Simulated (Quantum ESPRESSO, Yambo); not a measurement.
# RbCl (Fm-3m): G0W0 on several meshes in Yambo, part 2 of 2

Wanted: mesh dependence and cost of G0W0 for RbCl (Fm-3m).

Quantum ESPRESSO 7.5 and Yambo 5.3.0; PBE and many-body steps on it, plane waves. Known limits of the many-body steps: not at the basis limit; no spin-orbit coupling; coarse k mesh.

So far. Step 4 (4×4×4): The gap on the mesh goes from 5.00 eV to 7.89 eV, a correction of +2.88 eV. Step 5 (Empty states on the mesh, 2×2×2 mesh, 268 bands): On this mesh the gap is 5.003 eV.

## (6) Conversion and set-up

This step: Yambo 5.3.0; conversion and set-up on PBE, plane waves, norm-conserving pseudopotentials.

The run is started by

```sh
> (cd o/x.save; p2y > p2y.log; mv SAVE ../..); yambo > setup.log
```

What it wrote:

```text
 Yambo, version 5.3.0

 [02] CORE Variables Setup
 =========================

  [02.01] Unit cells
  ==================

  Cell kind             :  FCC
  Atoms in the cell     :  Rb  Cl
  number of Rb atoms    :  1
  number of Cl atoms    :  1

  List of atomic masses
  Mass of Rb    :  85.46800
  Mass of Cl    :  35.45000

  List of atomic coordinates    : [cc]
  Rb1       :  0.000000  0.000000  0.000000  order 1
  Cl1       :  6.216254  6.216254  6.216254  order 2

  Alat factors          :  6.216254  6.216254  6.216254 [a.u.]
  Direct lattice volume :  480.4147 [a.u.]
[...]
0.000000  0.000000  0.000000  0.000000  0.000000  0.000000  0.000000  0.000000

 [03] Transferred momenta grid and indexing
 ==========================================

 IBZ Q-points                                      :  3
 BZ  Q-points                                      :   8

 K/Q-points units:
 rlu = crystal or reduced units; cc = cartesian coordinates; iku = interal k-units

 Q [1]          [rlu]:  0.000000  0.000000  0.000000
 Q [2]          [rlu]:  0.16748E-16  0.16748E-16 -0.50000
 Q [3]          [rlu]:  0.19834E-16 -0.50000     -0.50000

  [03.01] X indexes
  =================

   [03.01.01] Sigma indexes
   ========================

 [06] Game Over & Game summary
```

Elapsed: 1.9 s, on 1 MPI rank of Arm Neoverse V2, shared host; peak memory 0.24 GiB.

## (7) 2×2×2

This step: G0W0 on PBE, plane waves, norm-conserving pseudopotentials.

gw11.in

```
HF_and_locXC
gw0
dyson
ppa
em1d
rim_cut
RandQpts= 1000000
RandGvec= 1 RL
EXXRLvcs= 50 Ry
VXCRLvcs= 200 Ry
Chimod= "HARTREE"
% BndsRnXp
 1 | 268 |
%
NGsBlkXp= 16 Ry
% LongDrXp
 1 | 1 | 1 |
%
% GbndRnge
 1 | 268 |
%
DysSolver= "n"
ExtendOut
PPAPntXp= 27.21138 eV
% QPkrange
 1 | 1 | 7 | 10 |
%
```

The run is started by

```sh
> OMP_NUM_THREADS=1 mpirun -n 4 yambo -F gw11.in -J gw11 -C gw11 > gw11.log
```

What it wrote:

```text
 Yambo, version 5.3.0

 [02] CORE Variables Setup
 =========================

  [... cell, symmetries and grids as in the set-up ...]

  [02.05] Energies & Occupations
  ==============================

  [X] === General ===
  [X] Electronic Temperature                        :  0.000000  0.000000 [eV K]
  [X] Bosonic    Temperature                        :  0.000000  0.000000 [eV K]
  [X] Finite Temperature mode                       : no
  [X] El. density                                   :  0.22475E+24 [cm-3]
  [X] Fermi Level                                   :  1.059426 [eV]

  [X] === Gaps and Widths ===
  [X] Conduction Band Min                           :  5.002746 [eV]
  [X] Valence Band Max                              :  0.000000 [eV]
  [X] Filled Bands                                  :   8
  [X] Empty Bands                                   :    9  268
  [X] Direct Gap                                    :  5.002746 [eV]
  [X] Direct Gap localized at k                     :  1
  [X] Indirect Gap                                  :  5.002746 [eV]
  [X] Indirect Gap between kpts                     :  1  1
  [X] Last valence band width                       :  0.337909 [eV]
  [X] 1st conduction band width                     :  2.744411 [eV]

 [03] Transferred momenta grid and indexing
 ==========================================

 IBZ Q-points                                      :  3
 BZ  Q-points                                      :   8

 K/Q-points units:
 rlu = crystal or reduced units; cc = cartesian coordinates; iku = interal k-units

 Q [1]          [rlu]:  0.000000  0.000000  0.000000
 Q [2]          [rlu]:  0.16748E-16  0.16748E-16 -0.50000
 Q [3]          [rlu]:  0.19834E-16 -0.50000     -0.50000

 [04] Coloumb potential Random Integration (RIM)
[...]
================================================

 [VXC] Plane waves :  22995
 [EXS] Plane waves :  2891

 QP @ state[ 1 ] K range:  1  1
 QP @ state[ 1 ] b range:   7  10

 [xc] Functional : Perdew, Burke & Ernzerhof(X)+Perdew, Burke & Ernzerhof(C)
 [xc] LIBXC used to calculate xc functional
  PP Number of Atomic Species                      :  2
  NLCC RL compoments                               :  22995
  PP Number of Atomic Species                      :  2
  NLCC RL compoments                               :  22995

 [xc] E_xc :  -6.721085 [Ha]
      E_xc :  -13.44217 [Ry]

  Local XC kind (lXC) : Perdew, Burke & Ernzerhof(X)+Perdew, Burke & Ernzerhof(C)
  Non-Local XC kind (nlXC) : Hartree-Fock

  Corrections @ K [1] :  [eV]
 <7|nlXC|7> = -18.26992 -0.18879E-16 <7|lXC|7> = -14.03333 -0.94408E-16
 <8|nlXC|8> = -18.26992  0.37183E-17 <8|lXC|8> = -14.03333  0.18882E-15
 <9|nlXC|9> = -2.823436  0.25889E-17 <9|lXC|9> = -6.564923  0.000000
 <10|nlXC|10> = -3.370457  0.40896E-18 <10|lXC|10> = -7.719046  0.47204E-16

 [08] Dyson equation: Newton solver
 ==================================

  [08.01] G0W0 (W PPA)
  ====================

  [  GW  ] Bands range     :    1  268
  [GW/PPA] G damping       :  0.100000 [eV]

  QP @ state[ 1 ] K range:  1  1
  QP @ state[ 1 ] b range:   7  10

   Sc/G bands                                       :    1  268
   Sc/G damping                                     :  0.100000 ev
   Sc bands terminator                              : no
   Sx RL components                                 :  2891

   QP @ state[ 1 ] K range                          :  1  1
   QP @ state[ 1 ] b range                          :   7  10
   GF energies kind                                 : Perdew, Burke & Ernzerhof(X)+Perdew, Burke & Ernzerhof(C)
   GF WF`s kind                                     : Perdew, Burke & Ernzerhof(X)+Perdew, Burke & Ernzerhof(C)
   Xs energies kind                                 : Perdew, Burke & Ernzerhof(X)+Perdew, Burke & Ernzerhof(C)
   Xs WF`s kind                                     : Perdew, Burke & Ernzerhof(X)+Perdew, Burke & Ernzerhof(C)

 [11] Game Over & Game summary
```

It took 26 s on 4 MPI ranks; peak memory 1.3 GiB.

Numbers from this step:

```
G0W0 gap on the points computed              : 7.764 eV
starting gap on the mesh                     : 5.003 eV
k of the valence top                         : 0, 0, 0
k of the conduction bottom                   : 0, 0, 0
least direct G0W0 gap on the computed points : 7.764 eV
Z at the valence top                         : 0.8089
Z at the conduction bottom                   : 0.8784
```

Against G0W0 in Yambo (4×4×4 mesh, 268 bands, screening to 217.7 eV, Godby-Needs plasmon pole), the gap moves by −0.124 eV.

## (8) Side by side

Times are wall times on 4 MPI ranks of Arm Neoverse V2, shared host, good to a factor of about two.

| run | mesh | bands | screening cutoff (eV) | DFT gap (eV) | gap on the mesh (eV) | direct (eV) | time |
| --- | --- | --- | --- | --- | --- | --- | --- |
| 4×4×4 | 4×4×4 | 268 | 217.7 | 5.003 | 7.888 | 7.888 | 4.4 min |
| 2×2×2 | 2×2×2 | 268 | 217.7 | 5.003 | 7.764 | 7.764 | 26 s |

## (9) What came out

```json
{"4×4×4": "7.888 eV", "2×2×2": "7.764 eV", "known limits": "not at the basis limit; no spin-orbit coupling; coarse k mesh"}
```

**Reading.** 2×2×2: −0.124 eV against 4×4×4. Bands and cutoff are finite, so the gap is not at the basis limit. The miss can reach some tenths of an eV and take either sign; the mesh is an error of its own. In the G0W0 runs levels were corrected at 1 k point alone, so a gap called «on the mesh» is the least over those, and an edge elsewhere would be missed. The many-body steps are scalar-relativistic: spin-orbit coupling is not in them.

[Paths, hosts, dates, memory and timing lines, banners, echoed tables and standing remarks are left out of the program output.]

[Logs are printed without paths, hosts, clocks, repeated set-up lines and the standing remarks that a program may print on its own settings, such as how far it seeks lower states.]

[Runs of the session that timed out or met a known fault of the program may be left out.]

[Hosts, paths, dates, database ids (printed as entryN), source tags and the programs' standing remarks are cut or masked in the printed files.]
